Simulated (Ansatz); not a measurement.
# CuO: how the energy converges with the cutoff

CuO, P1, a = 2.903 Å, b = 2.845 Å, c = 5.273 Å, α, β, γ = 89.7°, 91.1°, 88.7°. Ansatz: PBEsol, PAW, cutoff varied, Γ-centred 10×10×6 mesh on 4 atoms, Gaussian smearing 0.10 eV; no spin polarisation. Single points at one geometry with displaced atoms, the cutoff alone changed; ΔE is the energy at zero smearing over the run at 600 eV. The runs up to 350 eV lie under the cutoff recommended for these PAW datasets.

```tsv
cutoff (eV)	ΔE (meV/atom)
200	10825.25
250	2129.47
300	372.91
350	59.56
420	?
```

Problem. Assume ΔE falls exponentially with the cutoff, fit y = ln ΔE against x, the cutoff in eV, to the other rows, and predict the missing value.

Solution. y = 9.290, 7.664, 5.921, 4.087. Means x = 275.0, y = 6.7405; Σ(Δx)² = 12500, ΣΔxΔy = -433.8; the slope is their ratio. y = 16.28 − 0.03470 x, a factor of ten per 66 eV. At 420 eV this gives ΔE = 5.51 meV/atom. The run gave 5.01, a ratio of 1.10. The decay is steady over these rows.

This form isn't the usual stable structure of the compound.

Cost: 6 runs of about 2.8 core-minutes in all, on Intel Xeon Platinum 8259CL (Skylake/Cascade Lake) (shared hosts).